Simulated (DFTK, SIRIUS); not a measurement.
Given: the input of a run of SIRIUS 7.12.0 on MgB2. 

Contents of sirius.json:

```json
{
  "control": {
    "processing_unit": "cpu",
    "verbosity": 2,
    "num_bands_to_print": 15,
    "print_forces": true,
    "print_stress": true
  },
  "parameters": {
    "electronic_structure_method": "pseudopotential",
    "xc_functionals": ["XC_GGA_X_PBE_SOL", "XC_GGA_C_PBE_SOL"],
    "gk_cutoff": 9.2,
    "pw_cutoff": 18.4,
    "ngridk": [10, 10, 8],
    "shiftk": [0, 0, 0],
    "smearing": "fermi_dirac",
    "smearing_width": 0.0018374661,
    "num_bands": 15,
    "num_mag_dims": 0,
    "num_dft_iter": 100,
    "energy_tol": 1e-08,
    "density_tol": 1e-06
  },
  "iterative_solver": {
    "type": "davidson",
    "min_tolerance": 1e-10
  },
  "mixer": {
    "type": "anderson",
    "beta": 0.7,
    "max_history": 8
  },
  "settings": {
    "tol_ne": 1e-10,
    "pseudo_grid_cutoff": 6.5
  },
  "unit_cell": {
    "lattice_vectors": [
      [5.829805094471, 0.0, 0.0],
      [-2.914902547235, 5.048759310971, 0.0],
      [0.0, 0.0, 6.657505137057]
    ],
    "atom_coordinate_units": "lattice",
    "atom_types": ["Mg", "B"],
    "atom_files": {
      "Mg": "Mg.json",
      "B": "B.json"
    },
    "atoms": {
      "Mg": [
        [0.0, 0.0, 0.0]
      ],
      "B": [
        [0.6666666667, 0.3333333333, 0.5],
        [0.3333333333, 0.6666666667, 0.5]
      ]
    }
  }
}
```

Potentials or basis: PseudoDojo 0.4.1 PBEsol standard (scalar relativistic).

The run is started by

```bash
$ upf_to_json Mg.upf
$ upf_to_json B.upf
$ OMP_NUM_THREADS=1 sirius.scf --input=sirius.json --output=out.json --task=0
```

Problem. Translate it to DFTK 0.8.2. Potentials or basis there: PseudoDojo SR PBEsol 0.4.1 standard (PBEsol), cutoff 1143 eV.

Solution. As run (cutoffs and basis follow the program's own potentials, and thresholds, step limits or extra output files can differ):

The input run.jl:

```julia
using DFTK
using PseudoPotentialData
using Unitful, UnitfulAtomic
using LinearAlgebra, Printf
include("save.jl")
disable_threading()

# lattice vectors are the columns
lattice = austrip(1u"Å") * [         3.085        -1.5425            0.0;
                      0.0   2.6716883707            0.0;
                      0.0            0.0          3.523]
symbols   = [:Mg, :B, :B]
positions = [[0.0, 0.0, 0.0],
             [0.6666666667, 0.3333333333, 0.5],
             [0.3333333333, 0.6666666667, 0.5]]
pseudopotentials = PseudoFamily("dojo.nc.sr.pbesol.v0_4_1.standard.upf")
elements = Dict(s => ElementPsp(s, pseudopotentials) for s in unique(symbols))
atoms    = [elements[s] for s in symbols]

build_model(lattice, positions; symmetries=true) =
    model_DFT(lattice, atoms, positions;
              functionals=PBEsol(),
              temperature=austrip(0.05u"eV"),
              smearing=Smearing.FermiDirac(),
              symmetries)
Ecut  = 42.0  # hartree
kgrid = [10, 10, 8]
tol   = 1e-6
to_GPa = ustrip(uconvert(u"GPa", 1u"hartree/bohr^3"))

model = build_model(lattice, positions)
basis = PlaneWaveBasis(model; Ecut, kgrid)
display(basis)
scfres = self_consistent_field(basis;
                               tol,
                               nbandsalg=AdaptiveBands(model; n_bands_converge=13))
display(scfres.energies)
@printf "Fermi level: %.6f eV\n" ustrip(auconvert(u"eV", something(scfres.εF, NaN)))
forces = compute_forces_cart(scfres)
println("Forces (eV/Å)")
for (s, f) in zip(symbols, forces)
    @printf "%-3s %12.6f %12.6f %12.6f\n" s ustrip.(auconvert.(u"eV/Å", f))...
end
stress = compute_stresses_cart(scfres)
println("Stress (GPa)")
display(round.(stress * to_GPa; digits=4))
println("Levels at the first k-point (eV): ", round.(ustrip.(auconvert.(u"eV", scfres.eigenvalues[1][1:scfres.n_bands_converge])); digits=4))
save_scf!(scfres; forces, stress)
```

Potentials or basis: dojo.nc.sr.pbesol.v0_4_1.standard.upf (PBEsol).

Launch:

```console
$ julia --threads=1 run.jl  # save.jl only writes the numbers to a file and isn't shown; printed stress counts tension as positive; times include loading and compiling
```

Both were run:

|  | SIRIUS | DFTK |
| --- | --- | --- |
| Pressure | -2.6 GPa | -2.7 GPa |

Pressure is positive in compression.
